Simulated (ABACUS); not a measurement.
Runs of ABACUS 3.10.1 on MgO. Symmetry: Fm-3m, No. 225, cubic system. Conventional cell: a = 4.194 Å, b = 4.194 Å, c = 4.194 Å, α = 90.00°, β = 90.00°, γ = 90.00°. Mg (site symmetry m-3m) has 6 O at 2.10 Å as nearest neighbours. Around O (site symmetry m-3m) lie 6 Mg at 2.10 Å. The cell is a database's computed one.

```csv
task,level,potentials or basis,cell,k mesh,cutoff (eV),max steps of the relaxation,force threshold,optimiser,stress threshold,SCF threshold on the density,gap on the mesh (eV),pressure (GPa),relaxed volume (Å³/atom)
relaxation of cell and atoms,BP86,"PseudoDojo NC SR 0.5 PBE standard, plane waves",relaxed,9 × 9 × 9,1143,60,0.005 eV/Å,cg,0.2 kbar,1e-08,(b),0.0,9.63
relaxation of cell and atoms,PBE,"SPMS ONCV 1.0 PBE, TZDP LCAO (the cutoffs set its grid)",relaxed,10 × 10 × 10,1361,60,0.01 eV/Å,cg,1 kbar,1e-07,-,0.0,9.62
single point,AM05,"PseudoDojo NC SR 0.4 PBEsol stringent, plane waves",as given,9 × 9 × 9,1252,-,-,-,-,1e-08,4.81,(a),-
single point,PBE,"SPMS ONCV 1.0 PBE, TZDP LCAO (the cutoffs set its grid)",as given,10 × 10 × 10,1361,-,-,-,-,1e-07,(c),7.0,-
single point,BP86,"PseudoDojo NC SR 0.5 PBE standard, plane waves",as given,9 × 9 × 9,1143,-,-,-,-,1e-08,4.99,7.2,-
```

Alike in all rows: no spin polarisation; smearing fermi-dirac 0.05 eV.

Problem. Estimate the missing entries.

Solution. (a) 3.3; (b) 4.57; (c) 4.91.

Caveats: the potentials were made for another functional, which shifts forces and pressure (some runs); the atomic orbitals were generated for these runs and aren't a published set (some runs); the basis of atomic orbitals isn't converged, which shifts pressures, moduli and gaps (some runs).

